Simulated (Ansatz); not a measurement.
# MoSe2: the cost of one run

All numbers are computed with Ansatz 0.2.0, driven from Python. Level of theory: DFT LDA, plane waves, PAW.

The COD entry's cell or inner coordinates are ideal or old and differ from later refinements, so a difference from it is no clean test against experiment.

### Step 1. The structure

It takes space group P6_3/mmc (No. 194, hexagonal). Conventional cell: a = 3.288 Å, b = 3.288 Å, c = 12.900 Å, α = 90.00°, β = 90.00°, γ = 120.00°. Around Mo (site symmetry -6m2) lie 6 Se at 2.49 Å. Se (site symmetry 3m) is surrounded by 3 Mo at 2.49 Å.

The script holds or builds the structure itself.

### Step 2. The code

Contents of mose2.py:

```python
"""Pulling the layers of MoSe2 apart."""

import ansatz as az
import numpy as np

VECTORS = np.array([
    [3.288, 0.0, 0.0],
    [-1.644, 2.847492, 0.0],
    [0.0, 0.0, 12.9],
])
SITES = [
    ("Mo", (1 / 3, 2 / 3, 0.25)),
    ("Mo", (2 / 3, 1 / 3, 0.75)),
    ("Se", (1 / 3, 2 / 3, 0.625)),
    ("Se", (2 / 3, 1 / 3, 0.125)),
    ("Se", (1 / 3, 2 / 3, 0.875)),
    ("Se", (2 / 3, 1 / 3, 0.375)),
]


def crystal_on(cell):
    crystal = az.Crystal(lattice=az.Lattice.of(cell))
    for symbol, position in SITES:
        crystal = crystal.atom(symbol, position)
    return crystal

block = crystal_on(VECTORS).supercell(1, 1, 1).resolved()
cell0 = np.array(block.lattice.vectors)
xyz = np.array([site.position for site in block.sites]) @ cell0
normal = np.cross(cell0[0], cell0[1])
area = np.linalg.norm(normal)
normal *= np.sign(normal @ cell0[2]) / area
# the atoms stay where they are; only the third vector changes
energies = []
for amount in [0, 0.5, 1.0, 2.0, 4.0]:
    cell = cell0.copy()
    cell[2] += amount * normal
    moved = az.Crystal(lattice=az.Lattice.of(cell))
    for site, fraction in zip(block.sites, xyz @ np.linalg.inv(cell)):
        moved = moved.atom(site.symbol, fraction)
    job = (
        moved.calculation()
        .functional("lda")
        .pseudopotentials("paw")
        .occupations("Methfessel-Paxton", width=0.1)
        .basis(510)
        .kpoints(6, 6, 2)
    )
    energies.append(job.run(threads=1, backend="cpu").report["free_energy_ev"])
    print(f"gap {amount:4.2f} A: {(energies[-1] - energies[0]) / area * 16.02177:8.4f} J/m^2")
```

### Step 3. The calls as engine input

The engine receives this input (first run):

```yaml
crystal:
  lattice:
    - [3.288, 0.0, 0.0]
    - [-1.644, 2.847492, 0.0]
    - [0.0, 0.0, 12.9]
  atoms:
    - { symbol: Mo, position: [0.3333333333333333, 0.6666666666666666, 0.25] }
    - { symbol: Mo, position: [0.6666666666666666, 0.3333333333333333, 0.75] }
    - { symbol: Se, position: [0.3333333333333333, 0.6666666666666666, 0.625] }
    - { symbol: Se, position: [0.6666666666666666, 0.3333333333333333, 0.125] }
    - { symbol: Se, position: [0.3333333333333333, 0.6666666666666666, 0.875] }
    - { symbol: Se, position: [0.6666666666666666, 0.3333333333333333, 0.375] }
basis:
  ecutwfc: 510.0
kpoints:
  mp_grid:
    grid: [6, 6, 2]
hamiltonian:
  xc: lda
  pseudopotentials:
    kind: paw
scf:
  occupations:
    method: methfessel_paxton
    width: 0.1
```

### Step 4. Running it

Launch:

```
python mose2.py
```

Q: Estimate wall time and peak memory on 1 thread of Arm Neoverse V2, shared host.

About 26 s, with a peak of 0.53 GiB.
